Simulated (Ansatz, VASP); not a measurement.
## Cross-check of V (V wire along [111], 7 atoms a period) between VASP and Ansatz

Wanted: the spread between two codes on one cell, functional and k mesh. The structure shown is the start of the Ansatz relaxation below; VASP solves that cell, so the two are compared at the walk's first step.

Calculated with Ansatz 0.2.0; plane waves, with VASP 6.6.1 beside it; single point at PBE.

### 1. The starting structure

The cell holds 7 atoms: 7 V. Its edges and angles: a = 11.028 Å, b = 11.683 Å, c = 2.589 Å, α = 90.0°, β = 90.0°, γ = 90.0°. Vacuum lies along a and b. The structure's axis is c.

### 2. Ansatz: relaxation, PBE

Ansatz runs on its PAW soft_1 files.

The two programs are compared at the cell with which this relaxation starts, whose forces are those of its first step.

File input.yaml:

```yaml
crystal:
  lattice:
    - [11.028, 0.0, 0.0]
    - [0.0, 11.683, 0.0]
    - [0.0, 0.0, 2.5894159573]
  atoms:
    - { symbol: V, position: [0.500022604, 0.499985002, 0.0] }
    - { symbol: V, position: [0.30830613, 0.395503072, 0.333333333] }
    - { symbol: V, position: [0.500022604, 0.708948862, 0.333333333] }
    - { symbol: V, position: [0.691739078, 0.395503072, 0.333333333] }
    - { symbol: V, position: [0.30830613, 0.604466932, 0.666666667] }
    - { symbol: V, position: [0.500022604, 0.291021142, 0.666666667] }
    - { symbol: V, position: [0.691739078, 0.604466932, 0.666666667] }
kpoints:
  mp_grid: { grid: [1, 1, 31] }
scf:
  occupations: { method: fermi_dirac, width: 0.05 }
hamiltonian:
  xc: pbe
  pseudopotentials: { kind: paw, azcp: { folder: soft_1 } }
relax:
  cell: { fix: [a, b, alpha, beta, gamma] }
  max_steps: 45
  f_tol: 0.03
```

Run with:

```bash
$ ansatz run input.yaml --threads 4 --pin off --max-ram 16384MiB --backend cpu --events-out ev --progress --plain --runs-dir out
```

Numbers of over 12 decimals in the logs are rounded to 6 here.

Output:

```text
Engine: ansatz 0.2.0, aarch64-unknown-linux-gnu
Pseudopotentials: kind: paw
Pseudopotential: V, paw, valence charge 13, recommended cutoff 420 eV (normal), soft_1/V.paw.azcp
Functional definition: PBE
  parameter kappa = 0.804
  parameter beta = 0.066725
  exchange = pbe_x(kappa = kappa, mu = beta*pi^2/3)
  correlation = pbe_c(beta = beta)
Crystal: 7 atoms, lattice volume = 333.621 Å³
Basis set: ecut = 420 eV, 6547 PW (Γ), exchange–correlation on 150×160×36 points (8 copies of the dense FFT grid, shifted against one another)
Bands: 55, of which v1, the nominal top of the filled ones, is band 46 counted from 1 (45 counted from 0)
Symmetry: 4 space group operations
Space group: P2/m (ITA 10), of the structure as read, at distance tolerance 6.9e-5 Å
k-points: 16 of 31
Non-local potential: V, projectors of the file, l = 0: 3, l = 1: 2, l = 2: 3, l = 3: 1
PAW form: soft (Blöchl's): semilocal exchange-correlation on the pseudo side does not see the compensation charge
PAW one-centre angular grid: V, 590 points (default); XC on 64 Gauss nodes
Initial density: superposition of atomic densities (neutral atoms: chi_scale 0, normalization atom)
Initial wavefunctions: pseudopotential atomic-orbital guess
Functional: x = pbe(κ = 0.804, μ = 0.219515), c = pbe(β = 0.066725)
SCF iter   1: F=—  HF=-20388.901091 eV  |F-HF|=—  |Δ(HF+E_count)|=         —  Δρ=6.67e-2  dr2=8.84e1  ethr=3.10e-3  ⟨swp⟩=9.7  Hψ=4021  notcnv=0
preconditioner: auto → LDOS  [metal: Δε(μ)=0.050 eV  Ē_g=3.054 eV  σ=0.050 eV  W_gap=0.24  n_scr=46 (ndim 8)  ℏωp=12.0 eV  f_vac=0.505  D(μ)=8.73/eV (n_scr^D=46)  β→1.0]
SCF iter   2: F=—  HF=-20390.762379 eV  |F-HF|=—  |Δ(HF+E_count)|=    1.86e0  Δρ=8.09e-2  dr2=1.36e2  ethr=3.10e-3  ⟨swp⟩=6.4  Hψ=3649  notcnv=0
SCF iter   3: F=—  HF=-20377.920611 eV  |F-HF|=—  |Δ(HF+E_count)|=    1.28e1  Δρ=3.32e-2  dr2=9.83e0  ethr=3.10e-3  ⟨swp⟩=3.9  Hψ=2312  notcnv=0
SCF iter   4: F=—  HF=-20377.187728 eV  |F-HF|=—  |Δ(HF+E_count)|=   7.33e-1  Δρ=6.66e-3  dr2=1.13e0  ethr=3.10e-3  ⟨swp⟩=4.6  Hψ=2129  notcnv=0
SCF iter   5: F=—  HF=-20377.100329 eV  |F-HF|=—  |Δ(HF+E_count)|=   8.74e-2  Δρ=5.67e-3  dr2=4.47e-1  ethr=1.24e-3  ⟨swp⟩=2.9  Hψ=1329  notcnv=0
SCF iter   6: F=—  HF=-20377.044400 eV  |F-HF|=—  |Δ(HF+E_count)|=   5.59e-2  Δρ=1.61e-3  dr2=3.51e-2  ethr=4.92e-4  ⟨swp⟩=4.3  Hψ=1267  notcnv=0  defer=1
SCF iter   7: F=—  HF=-20377.043086 eV  |F-HF|=—  |Δ(HF+E_count)|=   1.31e-3  Δρ=1.05e-3  dr2=4.43e-3  ethr=3.86e-5  ⟨swp⟩=2.7  Hψ=1323  notcnv=0
SCF iter   8: F=—  HF=-20377.043395 eV  |F-HF|=—  |Δ(HF+E_count)|=   3.09e-4  Δρ=3.38e-4  dr2=2.07e-3  ethr=4.87e-6  ⟨swp⟩=2.1  Hψ=1201  notcnv=0
SCF iter   9: F=—  HF=-20377.043334 eV  |F-HF|=—  |Δ(HF+E_count)|=   6.19e-5  Δρ=1.49e-4  dr2=1.32e-4  ethr=2.28e-6  ⟨swp⟩=2.1  Hψ=1111  notcnv=0
SCF iter  10: F=—  HF=-20377.043354 eV  |F-HF|=—  |Δ(HF+E_count)|=   2.06e-5  Δρ=6.16e-5  dr2=1.79e-5  ethr=1.45e-7  ⟨swp⟩=3.1  Hψ=1333  notcnv=0
SCF iter  11: F=—  HF=-20377.043387 eV  |F-HF|=—  |Δ(HF+E_count)|=   3.26e-5  Δρ=2.15e-5  dr2=1.84e-6  ethr=1.97e-8  ⟨swp⟩=2.1  Hψ=1214  notcnv=0
SCF iter  12: F=—  HF=-20377.043387 eV  |F-HF|=—  |Δ(HF+E_count)|=   2.41e-7  Δρ=8.22e-6  dr2=3.82e-7  ethr=2.02e-9  ⟨swp⟩=2.7  Hψ=1545  notcnv=0
SCF iter  13: F=—  HF=-20377.043387 eV  |F-HF|=—  |Δ(HF+E_count)|=   2.11e-7  Δρ=5.05e-6  dr2=1.09e-7  ethr=1.10e-10  ⟨swp⟩=6.2  Hψ=3095  notcnv=0
SCF iter  14: F=-20377.043387 eV  HF=-20377.043387 eV  |F-HF|=8.93e-9  |Δ(HF+E_count)|=   6.94e-9  Δρ=2.02e-6  dr2=2.06e-8  ethr=1.10e-10  ⟨swp⟩=5.1  Hψ=2828  notcnv=0
SCF 1 converged in 14 iterations: F = -20377.043387 eV  dr2 = 2.06e-8
  greatest PAW one-centre occupation: 1.000 electrons in one spin orbital (limit 2), on the V atom at site 0 (counted from 0), in its partial waves of l = 0
relax step   1: F+E_penalty+E_count = -20377.04338724 eV  Δ(F+E_penalty+E_count) = +0.000e0 eV  max|allowed force component| = 1.344e0 eV/Å  Δτ_max = 0.0000 Å  P = -5.164 GPa  Ω = 333.621 Å³  fix = [a, b, alpha, beta, gamma]  reactions: a -4.775, b -4.777 GPa; alpha +0.007 GPa/rad  (14 SCF iters, dr2 threshold 1.00e-7 eV, accepted)
[...]
relax step   5: F+E_penalty+E_count = -20377.85934573 eV  Δ(F+E_penalty+E_count) = -2.365e-3 eV  max|allowed force component| = 2.061e-2 eV/Å  Δτ_max = 0.0082 Å  P = -0.076 GPa  Ω = 318.099 Å³  energy of the carried Pulay correction = +3.359e-3 eV  fix = [a, b, alpha, beta, gamma]  reactions: a -0.103, b -0.061 GPa; alpha +0.009 GPa/rad  (7 SCF iters, dr2 threshold 2.89e-7 eV, accepted)
[...]
relax step   6: F+E_penalty+E_count = -20377.85950415 eV  Δ(F+E_penalty+E_count) = -1.584e-4 eV  max|allowed force component| = 1.783e-2 eV/Å  Δτ_max = 0.0147 Å  P = -0.079 GPa  Ω = 317.863 Å³  energy of the carried Pulay correction = +3.412e-3 eV  fix = [a, b, alpha, beta, gamma]  reactions: a -0.163, b -0.028 GPa; alpha +0.009 GPa/rad  (9 SCF iters, dr2 threshold 1.01e-8 eV, accepted)
[...]
relax step   7: F+E_penalty+E_count = -20377.85530388 eV  Δ(F+E_penalty+E_count) = +4.200e-3 eV  max|allowed force component| = 1.862e-2 eV/Å  Δτ_max = 0.0000 Å  P = -0.066 GPa  Ω = 317.863 Å³  fix = [a, b, alpha, beta, gamma]  reactions: a -0.152, b -0.013 GPa; alpha +0.009 GPa/rad  stress off target by 3.20e-2 GPa on what of the cell is left free  SCF on the basis re-selected at this cell (its energy is not comparable with the rows above)  (9 SCF iters)
basis re-selected at this cell: Δ(F+E_penalty+E_count) = +4.200e-3 eV, ΔP = +0.013 GPa vs the last step (what re-selecting the basis moved, of the pressure what is left beyond the Pulay correction that the steps carried, after the strain that the cell walked since its last selection, with what the two solves' SCF thresholds leave and, on support functions, any second-order correction that the steps lacked; it is no m [...]
SCF converged after 9 iterations
Free energy (F): -20377.855304 eV
Harris-Foulkes:  -20377.855304 eV  (|F-HF|=3.64e-12)
Internal energy: -20377.739897 eV  (E = F + TS)
E sigma→0 (E₀):  -20377.797601 eV
Entropy (-TS):   -0.115406 eV (-16.487 meV/atom)
Fermi energy:    2.589571 eV
--- Per-component energies (eV) ---
  E_band       = -2305.754407
  E_kinetic    = 2070.412890
  E_local      = -40155.560980  (includes V_loc(G=0)·N_el)
  E_nonlocal   = 590.425464
  E_hartree    = 18848.144397
  E_xc         = -797.904550
  E_vxc        = -1008.670075  (∫ρ·V_xc dr)
  E_paw        = -7886.378284  (= ΣΔE_a)
  E_vpaw       = -1498.657682  (= ΣTr[D̂ρ^β])
  E_aug_tail   = 0.007343  (compensation charges beyond the density's cutoff)
  E_ewald      = 6953.113821
  E_smearing   = -0.115406  (= −TS)
  E_closure    = 0.000000  (closes the sum)
  Σ components = -20377.855304   (vs F -20377.855304, Δ=0.00e0)
--- Forces (eV/Å), atoms counted from 1 ---
  atom   1  V      0.00000000     0.00000000     0.00000000
  atom   2  V      0.00828264     0.00541352    -0.01540018
  atom   3  V      0.00000000     0.01862076    -0.01791336
  atom   4  V     -0.00828264     0.00541352    -0.01540018
  atom   5  V      0.00828264    -0.00541352     0.01540018
  atom   6  V     -0.00000000    -0.01862076     0.01791336
  atom   7  V     -0.00828264    -0.00541352     0.01540018
  max |Σ_I F_I| component: 3.47e-18 eV/Å
--- Stress (GPa, compression-positive) ---
       -0.151802       0.000000       0.000000
        0.000000      -0.013449      -0.008538
        0.000000      -0.008538      -0.031990
  P = ⅓ Tr σ = -0.0657 GPa (-0.657 kbar)
--- Relaxed structure (6 steps of the walk, 6 accepted, 1 SCFs on fresh bases) ---
  F+E_penalty+E_count = -20377.85530388 eV   max|allowed force component| = 1.862e-2 eV/Å   (the final SCF, on the basis selected at the relaxed cell)
  cell:  # Å, volume = 317.8626 Å³
    - [11.028, 0.0, 0.0]
    - [0.0, 11.683, 0]
    - [0.0, 0, 2.467109]
  atoms:
    - { symbol: V, position: [0.500022604, 0.499985, 4.785203372339975e-19] }
    - { symbol: V, position: [0.316473, 0.400860, 0.332912] }
    - { symbol: V, position: [0.500022604, 0.697978, 0.323650] }
    - { symbol: V, position: [0.683572, 0.400860, 0.332912] }
    - { symbol: V, position: [0.316473, 0.599110, 0.667088] }
    - { symbol: V, position: [0.500022604, 0.301992, 0.676350] }
    - { symbol: V, position: [0.683572, 0.599110, 0.667088] }
```

### 3. VASP: single point, PBE, start cell

The same cell, functional, mesh and smearing now go to VASP, with its own data sets.

Lines of VASP's logs that name or quote its potential files are left out, and so is its time.

File INCAR:

```
SYSTEM = V
PREC = Accurate
ENCUT = 400
EDIFF = 1E-06
NELM = 120
ISMEAR = -1
SIGMA = 0.05
LREAL = .FALSE.
ALGO = Normal
GGA = PE
NBANDS = 56
LASPH = .TRUE.
LORBIT = 11
LWAVE = .FALSE.
LCHARG = .FALSE.
ISIF = 2
GGA_COMPAT = .FALSE.
KPAR = 2
```

File POSCAR:

```
V
1.0
   11.0280000000      0.0000000000      0.0000000000
    0.0000000000     11.6830000000      0.0000000000
    0.0000000000      0.0000000000      2.5894160000
V
7
Direct
    0.5000225789      0.4999850210      0.0000000000
    0.3083061299      0.3955030386      0.3333334621
    0.5000225789      0.7089489001      0.3333334621
    0.6917391186      0.3955030386      0.3333334621
    0.3083061299      0.6044669177      0.6666665379
    0.5000225789      0.2910211418      0.6666665379
    0.6917391186      0.6044669177      0.6666665379
```

File KPOINTS:

```
Automatic mesh
0
Gamma
1 1 31
0 0 0
```

PAW data sets: V_sv (PBE family, release 64).

Run with:

```bash
$ mpirun -np 2 vasp_std
```

Output:

```text
[banner, memory and clock lines left out]
running    2 mpi-ranks, on    1 nodes
 distrk:  each k-point on    1 cores,    2 groups
 distr:  one band on    1 cores,    1 groups

 POSCAR found type information on POSCAR V
 POSCAR found :  1 types and       7 ions
 LDA part: xc-table for (Slater+PW92), standard interpolation
 POSCAR, INCAR and KPOINTS ok, starting setup
 FFT: planning ... GRIDC
 FFT: planning ... GRID_SOFT
 FFT: planning ... GRID
 WAVECAR not read
 entering main loop
       N       E                     dE             d eps       ncg     rms          rms(c)
DAV:   1     0.907893146689E+03    0.90789E+03   -0.53274E+04  2664   0.122E+03
DAV:   2    -0.226555964651E+02   -0.93055E+03   -0.91366E+03  1848   0.453E+02
DAV:   3    -0.642846101161E+02   -0.41629E+02   -0.39856E+02  2504   0.929E+01
DAV:   4    -0.659889587387E+02   -0.17043E+01   -0.16397E+01  2424   0.148E+01
DAV:   5    -0.660535241227E+02   -0.64565E-01   -0.63025E-01  2360   0.240E+00    0.381E+01
DAV:   6    -0.645894525455E+02    0.14641E+01   -0.18648E+02  2376   0.641E+01    0.202E+01
DAV:   7    -0.565535816861E+02    0.80359E+01   -0.11335E+02  2520   0.373E+01    0.258E+01
DAV:   8    -0.544533630436E+02    0.21002E+01   -0.10881E+02  2424   0.314E+01    0.982E+00
DAV:   9    -0.538995200499E+02    0.55384E+00   -0.78501E+00  2392   0.131E+01    0.930E+00
DAV:  10    -0.533065051757E+02    0.59301E+00   -0.27607E+00  2480   0.716E+00    0.398E+00
DAV:  11    -0.531564487617E+02    0.15006E+00   -0.63038E-01  2432   0.359E+00    0.138E+00
DAV:  12    -0.531311976111E+02    0.25251E-01   -0.14308E-01  2240   0.212E+00    0.797E-01
DAV:  13    -0.531511019980E+02   -0.19904E-01   -0.15437E-01  2560   0.195E+00    0.157E+00
DAV:  14    -0.531324129805E+02    0.18689E-01   -0.15133E-01  2408   0.232E+00    0.200E-01
DAV:  15    -0.531345187354E+02   -0.21058E-02   -0.57605E-03  2208   0.344E-01    0.150E-01
DAV:  16    -0.531383444315E+02   -0.38257E-02   -0.39207E-03  2056   0.202E-01    0.132E-01
DAV:  17    -0.531387793830E+02   -0.43495E-03   -0.46237E-04  2384   0.914E-02    0.107E-01
DAV:  18    -0.531396506473E+02   -0.87126E-03   -0.13922E-03  2416   0.208E-01    0.404E-02
DAV:  19    -0.531399602860E+02   -0.30964E-03   -0.12973E-04  2424   0.546E-02    0.649E-02
DAV:  20    -0.531399748652E+02   -0.14579E-04   -0.39570E-04  2432   0.115E-01    0.150E-02
DAV:  21    -0.531399878429E+02   -0.12978E-04   -0.33552E-05  2152   0.317E-02    0.673E-03
DAV:  22    -0.531399902551E+02   -0.24123E-05   -0.40063E-06  1672   0.110E-02    0.174E-03
DAV:  23    -0.531399902912E+02   -0.36072E-07   -0.69941E-07  1328   0.359E-03
   1 F= -.53139990E+02 E0= -.53070035E+02  d E =-.139910E+00
```

OUTCAR, selected parts (step 3):

```text
ion  position               nearest neighbor table
   1  0.500  0.500  0.000-   5 2.59   2 2.59   3 2.59   6 2.59   7 2.59   4 2.59
   2  0.308  0.396  0.333-   6 2.59   5 2.59   1 2.59
   3  0.500  0.709  0.333-   5 2.59   1 2.59   7 2.59
   4  0.692  0.396  0.333-   7 2.59   6 2.59   1 2.59
   5  0.308  0.604  0.667-   1 2.59   3 2.59   2 2.59
   6  0.500  0.291  0.667-   2 2.59   4 2.59   1 2.59
   7  0.692  0.604  0.667-   4 2.59   1 2.59   3 2.59

  LATTYP: Found a simple orthorhombic cell.
 ALAT       =     2.5894160000
 B/A-ratio  =     4.2588753603
 C/A-ratio  =     4.5118281497

 Subroutine GETGRP returns: Found  4 space group operations
 (whereof  1 operations were pure point group operations)

The static configuration has the point symmetry C_1 .
 The point group associated with its full space group is C_2h.

 Found     16 irreducible k-points:

   k-points           NKPTS =     16   k-points in BZ     NKDIM =     16   number of bands    NBANDS=     56

   dimension x,y,z NGX =    72 NGY =   80 NGZ =   18
   dimension x,y,z NGXF=   144 NGYF=  160 NGZF=   36

   ENCUT  =  400.0 eV  29.40 Ry    5.42 a.u.  17.98 19.05  4.22*2*pi/ulx,y,z

   NELECT =      91.0000    total number of electrons

 k-points in reciprocal lattice and weights: Automatic mesh
   0.00000000  0.00000000  0.00000000       0.032
   0.00000000  0.00000000  0.03225806       0.065
   0.00000000  0.00000000  0.06451613       0.065
   0.00000000  0.00000000  0.09677419       0.065
   0.00000000  0.00000000  0.12903226       0.065
   0.00000000  0.00000000  0.16129032       0.065
   0.00000000  0.00000000  0.19354839       0.065
   0.00000000  0.00000000  0.22580645       0.065
   0.00000000  0.00000000  0.25806452       0.065
[...]
0.00000000  0.00000000  0.45161290       0.065
   0.00000000  0.00000000  0.48387097       0.065

 average (electrostatic) potential at core
       1 -79.8589       2 -79.9540       3 -79.9509       4 -79.9539       5 -79.9540
       6 -79.9508       7 -79.9539

 E-fermi :   0.4042

 k-point     1 :       0.0000    0.0000    0.0000
  band No.  band energies     occupation
    ...
     42      -0.2999      2.00000
     43      -0.2931      2.00000
     44      -0.1573      1.99997
     45      -0.0122      1.99952
     46       0.0317      1.99884
     47       0.5356      0.13456
     48       0.5505      0.10166
     49       0.6437      0.01648
     50       0.6956      0.00587
     51       0.7170      0.00383
    ...

 k-point     2 :       0.0000    0.0000    0.0323
  band No.  band energies     occupation
    ...
     42      -0.3100      2.00000
     43      -0.2948      2.00000
     44      -0.1344      1.99996
     45      -0.0007      1.99939
     46       0.0526      1.99824
     47       0.5208      0.17684
     48       0.5369      0.13152
     49       0.6417      0.01714
     50       0.6798      0.00804
     51       0.7143      0.00404
    ...

 k-point     3 :       0.0000    0.0000    0.0645
  band No.  band energies     occupation
    ...
     42      -0.3312      2.00000
     43      -0.3014      2.00000
     44      -0.0761      1.99987
     45       0.0334      1.99880
     46       0.1141      1.99398
     47       0.4815      0.35125
     48       0.4987      0.26230
     49       0.6210      0.02583
     50       0.6566      0.01275
     51       0.7040      0.00496
    ...

  Total      -10.7756661    -10.7811427    -13.1325413      0.0000000     -0.0134825      0.0000000
  in kB      -51.7489745    -51.7752753    -63.0676133      0.0000000     -0.0647481      0.0000000
  external PRESSURE =     -55.5306210 kB  Pullay stress =       0.0000000 kB

  energy-cutoff  :      400.00
  volume of cell :      333.62
      direct lattice vectors                 reciprocal lattice vectors
    11.028000000  0.000000000  0.000000000     0.090678273  0.000000000  0.000000000
     0.000000000 11.683000000  0.000000000     0.000000000  0.085594453  0.000000000
     0.000000000  0.000000000  2.589416000     0.000000000  0.000000000  0.386187465

 POSITION                                       TOTAL-FORCE (eV/Angst)
 -----------------------------------------------------------------------------------
      5.51425      5.84133      0.00000         0.000000      0.000000      0.000000
      3.40000      4.62066      0.86314         1.122409      0.658249     -0.049788
      5.51425      8.28265      0.86314         0.000000     -1.323555     -0.051161
      7.62850      4.62066      0.86314        -1.122409      0.658249     -0.049788
      3.40000      7.06199      1.72628         1.122409     -0.658249      0.049788
      5.51425      3.40000      1.72628         0.000000      1.323555      0.051161
      7.62850      7.06199      1.72628        -1.122409     -0.658249      0.049788
 -----------------------------------------------------------------------------------
    total drift:                                0.003387     -0.003192     -0.000002

  FREE ENERGIE OF THE ION-ELECTRON SYSTEM (eV)
  ---------------------------------------------------
  free  energy   TOTEN  =       -53.1399902912 eV

  energy  without entropy=      -53.0000801773  energy(sigma->0) =      -53.07003523

 total charge
# of ion       s       p       d       tot
------------------------------------------
    1        2.330   6.228   3.073  11.631
    2        2.329   6.100   3.080  11.508
    3        2.328   6.101   3.078  11.507
    4        2.329   6.100   3.080  11.508
    5        2.329   6.100   3.080  11.508
    6        2.328   6.101   3.078  11.507
    7        2.329   6.100   3.080  11.508
--------------------------------------------------
tot         16.302  42.829  21.549  80.679

[... 3 further parts left out ...]
```

This run has no spin polarisation, so a moment on V, if there is one, isn't seen. Its electron count is odd, so without a moment it is a metal by construction.

### 4. Comparison

Known differences besides the potentials themselves: the cutoff is 420 eV in Ansatz and 400 eV in VASP. Total energies have different zeros and are not compared.

Forces (eV/Å; atoms numbered as in POSCAR):

```
atom         Ansatz x, y, z           VASP x, y, z
  V1    0.000, 0.000, 0.000    0.000, 0.000, 0.000
  V2   1.139, 0.668, -0.048   1.122, 0.658, -0.050
  V3  0.000, -1.344, -0.049  0.000, -1.324, -0.051
  V4  -1.139, 0.668, -0.048  -1.122, 0.658, -0.050
  V5   1.139, -0.668, 0.048   1.122, -0.658, 0.050
  V6    0.000, 1.344, 0.049    0.000, 1.324, 0.051
  V7  -1.139, -0.668, 0.048  -1.122, -0.658, 0.050
```

The forces differ by 11 meV/Å r.m.s., which is 1.5 % of the r.m.s. force of 0.700 eV/Å (both taken over all components).

### 5. Outcome

```json
{
 "r.m.s. force difference (single point, PBE, start cell)": "1.5 % of the r.m.s. force"
}
```

In words: The r.m.s. force difference is 1.5 % of the r.m.s. force (single point, PBE, start cell), within the 3 % picked in this series as the mark of a large difference. Such differences can come from data sets, numerical settings and the points named under the comparisons, not from the functional's error against experiment.

[Lines on the potential files, build, host, timing and source positions are cut from VASP's logs without a mark.]

[Logs are printed without paths, hosts, clocks, repeated set-up lines and the standing remarks that a program may print on its own settings, such as how far it seeks lower states.]

[Hosts, paths, dates, database ids (printed as entryN), source tags and the programs' standing remarks are cut or masked in the printed files.]
